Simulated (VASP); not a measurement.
# AgCl, projections on local functions: which settings are enough?

AgCl, Fm-3m (no. 225), 2 atoms in the cell. LDA, projections on local functions; PAW potentials Ag, Cl (LDA set). VASP 6.6.1.

Wanted: filling of the local functions (per spin) within 0.005.

POSCAR:
```
AgCl
1.0
    0.0000000000      2.7350000000      2.7350000000
    2.7350000000      0.0000000000      2.7350000000
    2.7350000000      2.7350000000      0.0000000000
Ag Cl
1 1
Direct
    0.0000000000      0.0000000000      0.0000000000
    0.5000000000      0.5000000000      0.5000000000
```

The series start from Cutoff ENCUT (eV): 500; k mesh: 6 × 6 × 6. Each series keeps the choices made before it, and each single choice may use up half of a tolerance. Times cover all steps of a run.

## Cutoff ENCUT (eV)

| Cutoff ENCUT (eV) | Filling of the local functions (per spin), largest deviation | Time (s) |
|---|---|---|
| 250 | 0.0327 | 7.7 |
| 300 | 0.0231 | 7.2 |
| 350 | 0.0167 | 9.0 |
| 400 | 0.0121 | 14 |
| 500 | 0.0074 | 12 |
| 600 | 0.0042 | 13 |
| 750 (reference) | 0.0000 | 19 |

Chosen: 750; the next looser run is off by more than half of the tolerance, so convergence isn't shown beyond this value.

## k mesh

| k mesh | Filling of the local functions (per spin), largest deviation | Time (s) |
|---|---|---|
| 3 × 3 × 3 | 0.0029 | 8.2 |
| 4 × 4 × 4 | 0.0017 | 10 |
| 5 × 5 × 5 | 0.0003 | 11 |
| 6 × 6 × 6 | 0.0001 | 19 |
| 8 × 8 × 8 | 0.0000 | 29 |
| 10 × 10 × 10 (reference) | 0.0000 | 52 |

Chosen: 4 × 4 × 4, the loosest value from which every tighter one stays within half of the tolerance.

## All choices together

| Input | Filling of the local functions (per spin), largest deviation | Time (s) |
|---|---|---|
| program defaults, k points 0.5 per Å apart (naive) | 0.0304 | 3.9 |
| chosen settings | 0.0017 | 10 |
| reference settings throughout | 0.0000 | 52 |

The chosen settings stay within the tolerance of the reference run, but the reference itself isn't shown to be converged in: Cutoff ENCUT (eV).

## The input

INCAR.step1:
```
ALGO = Normal
EDIFF = 1E-6
ENCUT = 750
GGA = CA
ISMEAR = 0
KPAR = 2
LASPH = T
LCHARG = F
LMAXMIX = 4
LREAL = F
LWAVE = T
NBANDS = 20
NELM = 120
PREC = Accurate
SIGMA = 0.02
```

INCAR.step2:
```
SYSTEM = AgCl
PREC = Accurate
ENCUT = 750
EDIFF = 1E-6
ISMEAR = 0
SIGMA = 0.02
LASPH = .TRUE.
LREAL = .FALSE.
ALGO = None
NELM = 1
LCHARG = .FALSE.
NBANDS = 20
GGA = CA
LMAXMIX = 4
ISTART = 1
LWAVE = .FALSE.
LOCPROJ = "1 : s : Pr
1 : p : Pr
1 : d : Pr
2 : s : Pr
2 : p : Pr"
```

INCAR.step3:
```
SYSTEM = AgCl
PREC = Accurate
ENCUT = 750
EDIFF = 1E-6
ISMEAR = 0
SIGMA = 0.02
LASPH = .TRUE.
LREAL = .FALSE.
ALGO = None
NELM = 1
LCHARG = .FALSE.
NBANDS = 20
GGA = CA
LMAXMIX = 4
ISTART = 1
LWAVE = .FALSE.
LOCPROJ = "1 : s : Hy 1 2.0
1 : p : Hy 1 2.0
1 : d : Hy 1 2.0
2 : s : Hy 1 2.0
2 : p : Hy 1 2.0"
```

KPOINTS:
```
Automatic mesh
0
Gamma
  4 4 4
  0 0 0
```

Commands (each step's output is kept before the next begins):
```
cat potpaw_LDA.64/Ag/POTCAR potpaw_LDA.64/Cl/POTCAR > POTCAR
cp INCAR.step1 INCAR
mpirun -np 2 vasp_std > vasp.out
cp INCAR.step2 INCAR
mpirun -np 1 vasp_std > vasp.out
cp INCAR.step3 INCAR
mpirun -np 1 vasp_std > vasp.out
```

Limits: VASP refuses the step with PAW projectors here (LPRJ_READER: function: 2 no projector for highest valence state with L=1 on species 1), and the others go on without it; the functions aren't orthogonal, so the fillings don't add up to the electrons.

The chosen input took VASP 6.6.1 10 s on 2 cores (Intel Xeon Platinum 8375C @ 2.90GHz (Ice Lake)), a shared host.

## An input that fails: projector of a shell that the potential lacks

VASP's message: LPRJ_READER: function: 1 no state with L= 3 on species Ag.

Changes against the starting input:
```
(step 2)
- LOCPROJ = "1 : s : Pr
1 : p : Pr
1 : d : Pr
2 : s : Pr
2 : p : Pr"
+ LOCPROJ = 1 : f : Pr
```
